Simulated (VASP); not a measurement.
# Ag in VASP: settings compared

The runs below take Ag through relaxation of the atoms, with RPBE, revPBE.

Program: VASP 6.6.1. These are calculated values, not measurements. Logs are shortened: lines on timing, memory, paths and dates and some standing lists are left out, and cuts for length are marked.

**1. The slab as given**

The cell holds a slab with vacuum, 6 atoms: a = 2.946 Å, b = 2.946 Å, c = 27.005 Å, α = 90.00°, β = 90.00°, γ = 120.00°.

The slab is cut from a database's or a generator's crystal, which needn't be the stable form of the element.

**2. Relaxation of the atoms, RPBE**

Contents of INCAR:

```
SYSTEM = Ag
ALGO = Normal ; DIPOL = 0.5 0.5 0.500
EDIFF = 1E-6 ; EDIFFG = -0.02
ENCUT = 520 ; GGA = RP
IBRION = 2 ; IDIPOL = 3
ISIF = 2 ; ISMEAR = -1
LASPH = .TRUE. ; LCHARG = .FALSE.
LDIPOL = .TRUE. ; LREAL = .FALSE.
LWAVE = .FALSE. ; NELM = 100
NSW = 60 ; PREC = Accurate
SIGMA = 0.05
```

Contents of KPOINTS:

```
k-points
0
G
  7 7 1
  0 0 0
```

Contents of POSCAR:

```
Ag
1.0
    2.9460943265      0.0000000000      0.0000000000
   -1.4730471633      2.5513925288      0.0000000000
    0.0000000000      0.0000000000     27.0052091601
Ag
6
Selective dynamics
Direct
    0.0000000000      0.0000000000      0.2777241959  F F F
    0.6666666667      0.3333333333      0.3666062915  F F F
    0.3333333334      0.6666666667      0.4554883870  F F F
    0.6666666667      0.3333333333      0.5445116130  T T T
    0.3333333334      0.6666666667      0.6333937085  T T T
    0.0000000000      0.0000000000      0.7222758041  T T T
```

Potentials or basis: VASP PAW PBE potentials, release 64 (Ag).

Started as:

```bash
cat potpaw_PBE.64/Ag/POTCAR > POTCAR
mpirun -np 1 vasp_std > vasp.out
```

OUTCAR:

```text
SYSTEM = Ag
   EDIFF = 1E-6
   EDIFFG = -0.02
   ENCUT = 520
   GGA = RP
   IBRION = 2
   ISIF = 2
   ISMEAR = -1
   LASPH = .TRUE.
   LREAL = .FALSE.
   NELM = 100
   NSW = 60
   PREC = Accurate

 ion  position               nearest neighbor table
   1  0.000  0.000  0.278-   2 2.94   2 2.94   2 2.94
   2  0.667  0.333  0.367-   3 2.94   3 2.94   3 2.94   1 2.94   1 2.94   1 2.94
   3  0.333  0.667  0.455-   2 2.94   2 2.94   2 2.94   4 2.94   4 2.94   4 2.94
   4  0.667  0.333  0.545-   5 2.94   5 2.94   5 2.94   3 2.94   3 2.94   3 2.94
   5  0.333  0.667  0.633-   4 2.94   4 2.94   4 2.94   6 2.94   6 2.94   6 2.94
   6  0.000  0.000  0.722-   5 2.94   5 2.94   5 2.94

  LATTYP: Found a hexagonal cell.
 ALAT       =     2.9460943265
 C/A-ratio  =     9.1664441689

  Lattice vectors:

 A1 = (   2.9460943265,   0.0000000000,   0.0000000000)
 A2 = (  -1.4730471633,   2.5513925288,   0.0000000000)
 A3 = (   0.0000000000,   0.0000000000,  27.0052091601)

Analysis of symmetry for initial positions (statically):
=====================================================================
 Subroutine PRICEL returns:
 Original cell was already a primitive cell.

 Routine SETGRP: Setting up the symmetry group for a
 hexagonal supercell.

 Subroutine GETGRP returns: Found 12 space group operations
 (whereof 12 operations were pure point group operations)
 out of a pool of 24 trial point group operations.

The static configuration has the point symmetry D_3d.

Analysis of symmetry for dynamics (positions and initial velocities):
=====================================================================
 Subroutine PRICEL returns:
 Original cell was already a primitive cell.

 Routine SETGRP: Setting up the symmetry group for a
 hexagonal supercell.

 Subroutine GETGRP returns: Found 12 space group operations
 (whereof 12 operations were pure point group operations)
 out of a pool of 24 trial point group operations.

The dynamic configuration has the point symmetry D_3d.

Analysis of constrained symmetry for selective dynamics:
=====================================================================
 Subroutine PRICEL returns:
 Original cell was already a primitive cell.

 Routine SETGRP: Setting up the symmetry group for a
[... 122 lines left out ...]
   GGA     = RP    functional components
   LHFCALC =     F    Hartree Fock is set to
   AEXX    =    0.0000 exact exchange contribution
   IVDW    =     0    specifies the selected vdW correction
   LEPSILON=     F    determine dielectric tensor
   LRPA    =     F    only Hartree local field effects (RPA)
 conjugate gradient relaxation of ions
 non-spin polarized calculation
  energy-cutoff  :      520.00
  volume of cell :      202.99
 maximum number of plane-waves:      5539
 NGX is ok and might be reduce to    24
   NGX = 11   NGY = 11   NGZ =101

--------------------------------------- Ionic step        1  -------------------------------------------

 number of electron      66.0000016 magnetization

 Free energy of the ion-electron system (eV)
  ---------------------------------------------------
  ext. energy  EPLUGINS =         0.00000000
  ---------------------------------------------------
  free energy    TOTEN  =       -12.76101787 eV

  energy without entropy =      -12.74394824  energy(sigma->0) =      -12.75248306

------------------------ aborting loop because EDIFF is reached ----------------------------------------

  FORCE on cell =-STRESS in cart. coord.  units (eV):
  Direction    XX          YY          ZZ          XY          YZ          ZX
  --------------------------------------------------------------------------------------
  -------------------------------------------------------------------------------------
  Total        0.7810196      0.7810196      1.2837373     -0.0000000     -0.0000000     -0.0000000
  in kB        6.1645451      6.1645451     10.1324684     -0.0000000     -0.0000000     -0.0000000
  external PRESSURE =       7.4871862 kB  Pullay stress =       0.0000000 kB
[... 101 lines left out ...]
  FREE ENERGIE OF THE ION-ELECTRON SYSTEM (eV)
  ---------------------------------------------------
  free  energy   TOTEN  =       -12.7633163553 eV

  energy  without entropy=      -12.7466530145  energy(sigma->0) =      -12.75498468

 dipolmoment           0.000000      0.000000     -0.001284 electrons x Angstroem

[... ionic steps 4 to 7 ...]

--------------------------------------- Ionic step        8  -------------------------------------------

 number of electron      66.0000016 magnetization

------------------------ aborting loop because EDIFF is reached ----------------------------------------
[... 75 lines left out ...]
--------------------------------------- Ionic step       10  -------------------------------------------

 number of electron      66.0000016 magnetization

 dipolmoment           0.000000      0.000000      0.001023 electrons x Angstroem

 Free energy of the ion-electron system (eV)
  ---------------------------------------------------
  ext. energy  EPLUGINS =         0.00000000
  ---------------------------------------------------
  free energy    TOTEN  =       -12.76821737 eV

  energy without entropy =      -12.75169944  energy(sigma->0) =      -12.75995841

 E-fermi :   2.3667     XC(G=0):  -6.8943

 val. band max:        2.1041225030   @ k =   0.4286   0.0000   0.0000
 cond. band min:       2.4029872341   @ k =   0.2857   0.0000   0.0000
 fundamental gap:      0.2988647311
 Fermi energy:         2.3667342782

 k-point     1 :       0.0000    0.0000    0.0000
  band No.  band energies     occupation
      1      -4.8860      2.00000
      2      -4.3894      2.00000
      3      -3.8567      2.00000
      4      -3.7737      2.00000
      5      -3.5734      2.00000
      6      -3.5054      2.00000
[... 325 lines left out ...]
     38       7.2804      0.00000
     39       7.4756      0.00000

------------------------ aborting loop because EDIFF is reached ----------------------------------------

 vacuum level on the upper side and lower side of the slab       (xc-potential included)        -0.138        -0.150

  FORCE on cell =-STRESS in cart. coord.  units (eV):
  Direction    XX          YY          ZZ          XY          YZ          ZX
  --------------------------------------------------------------------------------------
  -------------------------------------------------------------------------------------
  Total        0.5315605      0.5315605      0.4597141     -0.0000000     -0.0000000      0.0000000
  in kB        4.1955783      4.1955783      3.6284981     -0.0000000     -0.0000000      0.0000000
  external PRESSURE =       4.0065516 kB  Pullay stress =       0.0000000 kB
[... 21 lines left out ...]
  FREE ENERGIE OF THE ION-ELECTRON SYSTEM (eV)
  ---------------------------------------------------
  free  energy   TOTEN  =       -12.7682173660 eV

  energy  without entropy=      -12.7516994441  energy(sigma->0) =      -12.75995841

 reached required accuracy - stopping structural energy minimisation

 vacuum level on the upper side and lower side of the slab         6.307         6.295
```

OSZICAR:

```text
N       E                     dE             d eps       ncg     rms          rms(c)
DAV:   1     0.429264294119E+03    0.42926E+03   -0.32373E+04   632   0.153E+03
DAV:   2    -0.115251923879E+01   -0.43042E+03   -0.41076E+03   687   0.331E+02
DAV:   3    -0.135934148045E+02   -0.12441E+02   -0.12120E+02   702   0.567E+01
[... 103 lines left out ...]
DAV:   2    -0.127682236337E+02   -0.66231E-04   -0.69966E-04   680   0.213E-01    0.174E-02
DAV:   3    -0.127682245435E+02   -0.90985E-06   -0.26838E-04   687   0.186E-01    0.106E-02
DAV:   4    -0.127682213440E+02    0.31995E-05   -0.20588E-04   584   0.160E-01    0.888E-03
DAV:   5    -0.127682172753E+02    0.40687E-05   -0.67314E-05   504   0.901E-02    0.286E-03
DAV:   6    -0.127682173660E+02   -0.90725E-07   -0.54100E-06   549   0.215E-02
  10 F= -.12768217E+02 E0= -.12759958E+02  d E =-.764097E-04
```

It took 8.1 min on 1 thread of Intel Xeon Platinum 8375C at 2.90GHz (Ice Lake), shared host; peak memory 0.36 GiB.

Results:

```yaml
Free_energy: -12.7682 eV
Energy_gained_by_relaxing: 1.2 meV/atom
Ionic_steps: 10
Band_gap_on_the_k_mesh: none (metal or under the smearing width)
```

The path:
```tsv
step	energy change (eV)	largest force (eV/Å)	pressure (GPa)
1	0.0000	0.1155	0.75
2	-0.0010	0.1160	0.74
3	-0.0023	0.1180	0.72
4	-0.0029	0.1176	0.70
5	-0.0044	0.1173	0.63
6	-0.0054	0.1160	0.50
7	-0.0061	0.1148	0.48
8	-0.0071	0.1513	0.41
9	-0.0071	0.1592	0.40
10	-0.0072	0.1663	0.40
```

Final structure:
```xyz
6
Lattice="2.9461 0.0000 0.0000 -1.4730 2.5514 0.0000 0.0000 0.0000 27.0052" Properties=species:S:1:pos:R:3 pbc="T T T"
Ag    0.0000    0.0000    7.5000
Ag    1.4730    0.8505    9.9003
Ag    0.0000    1.7009   12.3006
Ag    1.4730    0.8505   14.7285
Ag    0.0000    1.7009   17.1992
Ag    0.0000    0.0000   19.6223
```

Caveat: the PAW data sets were made with another functional, which shifts forces and pressure a little.

**3. Relaxation of the atoms, revPBE**

Changes to INCAR since step 2:

```diff
@@ -3,3 +3,3 @@
 EDIFF = 1E-6 ; EDIFFG = -0.02
-ENCUT = 520 ; GGA = RP
+ENCUT = 520 ; GGA = RE
 IBRION = 2 ; IDIPOL = 3
```

KPOINTS is that of step 2.

POSCAR is that of step 2.

Potentials or basis: VASP PAW PBE potentials, release 64 (Ag).

Started as:

```bash
cat potpaw_PBE.64/Ag/POTCAR > POTCAR
mpirun -np 1 vasp_std > vasp.out
```

OUTCAR:

```text
SYSTEM = Ag
   EDIFF = 1E-6
   EDIFFG = -0.02
   ENCUT = 520
   GGA = RE
   IBRION = 2
   ISIF = 2
   ISMEAR = -1
   LASPH = .TRUE.
   LREAL = .FALSE.
   NELM = 100
   NSW = 60
   PREC = Accurate

 ion  position               nearest neighbor table
   1  0.000  0.000  0.278-   2 2.94   2 2.94   2 2.94
   2  0.667  0.333  0.367-   3 2.94   3 2.94   3 2.94   1 2.94   1 2.94   1 2.94
   3  0.333  0.667  0.455-   2 2.94   2 2.94   2 2.94   4 2.94   4 2.94   4 2.94
   4  0.667  0.333  0.545-   5 2.94   5 2.94   5 2.94   3 2.94   3 2.94   3 2.94
   5  0.333  0.667  0.633-   4 2.94   4 2.94   4 2.94   6 2.94   6 2.94   6 2.94
   6  0.000  0.000  0.722-   5 2.94   5 2.94   5 2.94

  LATTYP: Found a hexagonal cell.
 ALAT       =     2.9460943265
 C/A-ratio  =     9.1664441689

  Lattice vectors:

 A1 = (   2.9460943265,   0.0000000000,   0.0000000000)
 A2 = (  -1.4730471633,   2.5513925288,   0.0000000000)
 A3 = (   0.0000000000,   0.0000000000,  27.0052091601)

Analysis of symmetry for initial positions (statically):
=====================================================================
 Subroutine PRICEL returns:
 Original cell was already a primitive cell.

 Routine SETGRP: Setting up the symmetry group for a
 hexagonal supercell.
[... 370 lines left out ...]
  free  energy   TOTEN  =       -13.3181693431 eV

  energy  without entropy=      -13.3016618011  energy(sigma->0) =      -13.30991557

 dipolmoment           0.000000      0.000000     -0.000021 electrons x Angstroem

--------------------------------------- Ionic step       10  -------------------------------------------

 number of electron      66.0000017 magnetization

 dipolmoment           0.000000      0.000000      0.000514 electrons x Angstroem

 Free energy of the ion-electron system (eV)
  ---------------------------------------------------
  ext. energy  EPLUGINS =         0.00000000
  ---------------------------------------------------
  free energy    TOTEN  =       -13.31849793 eV

  energy without entropy =      -13.30191466  energy(sigma->0) =      -13.31020630

 E-fermi :   2.3458     XC(G=0):  -6.8852

 val. band max:        2.0564798452   @ k =   0.4286   0.0000   0.0000
 cond. band min:       2.3847011387   @ k =   0.2857   0.0000   0.0000
 fundamental gap:      0.3282212935
 Fermi energy:         2.3457661745

 k-point     1 :       0.0000    0.0000    0.0000
  band No.  band energies     occupation
      1      -4.9584      2.00000
      2      -4.4548      2.00000
      3      -3.9056      2.00000
      4      -3.8359      2.00000
      5      -3.6098      2.00000
      6      -3.5582      2.00000
[... 325 lines left out ...]
     38       7.2321      0.00000
     39       7.4350      0.00000

------------------------ aborting loop because EDIFF is reached ----------------------------------------

 vacuum level on the upper side and lower side of the slab       (xc-potential included)        -0.072        -0.045

  FORCE on cell =-STRESS in cart. coord.  units (eV):
  Direction    XX          YY          ZZ          XY          YZ          ZX
  --------------------------------------------------------------------------------------
  -------------------------------------------------------------------------------------
  Total       -0.0707813     -0.0707813      0.2856106      0.0000000      0.0000000     -0.0000000
  in kB       -0.5586728     -0.5586728      2.2543092      0.0000000      0.0000000     -0.0000000
  external PRESSURE =       0.3789879 kB  Pullay stress =       0.0000000 kB
[... 21 lines left out ...]
  FREE ENERGIE OF THE ION-ELECTRON SYSTEM (eV)
  ---------------------------------------------------
  free  energy   TOTEN  =       -13.3184979342 eV

  energy  without entropy=      -13.3019146571  energy(sigma->0) =      -13.31020630

 reached required accuracy - stopping structural energy minimisation

 vacuum level on the upper side and lower side of the slab         6.350         6.371
```

It took 8.3 min on 1 thread of Intel Xeon Platinum 8375C at 2.90GHz (Ice Lake), shared host; peak memory 0.36 GiB.

What came out:

| Quantity | Value |
| --- | --- |
| Free energy | -13.3185 eV |
| Energy gained by relaxing | 0.5 meV/atom |
| Ionic steps | 10 |
| Band gap on the k mesh | none (metal or under the smearing width) |

Step by step:
```tsv
step	energy change (eV)	largest force (eV/Å)	pressure (GPa)
1	0.0000	0.1148	0.21
2	-0.0008	0.1154	0.21
3	-0.0015	0.1167	0.21
4	-0.0016	0.1163	0.20
5	-0.0020	0.1162	0.17
6	-0.0024	0.1162	0.11
7	-0.0021	0.1158	0.00
8	-0.0025	0.1162	0.08
9	-0.0027	0.1154	0.07
10	-0.0030	0.1137	0.04
```

Final structure:
```yaml
crystal:
  lattice:
    - [2.94609, 0.00000, 0.00000]
    - [-1.47305, 2.55139, 0.00000]
    - [0.00000, 0.00000, 27.00521]
  atoms:
    - { symbol: Ag, position: [0.00000, 0.00000, 0.27772] }
    - { symbol: Ag, position: [0.66667, 0.33333, 0.36661] }
    - { symbol: Ag, position: [0.33333, 0.66667, 0.45549] }
    - { symbol: Ag, position: [0.66667, 0.33333, 0.54466] }
    - { symbol: Ag, position: [0.33333, 0.66667, 0.63540] }
    - { symbol: Ag, position: [0.00000, 0.00000, 0.72436] }
```

Caveat: the PAW data sets were made with another functional, which shifts forces and pressure a little.
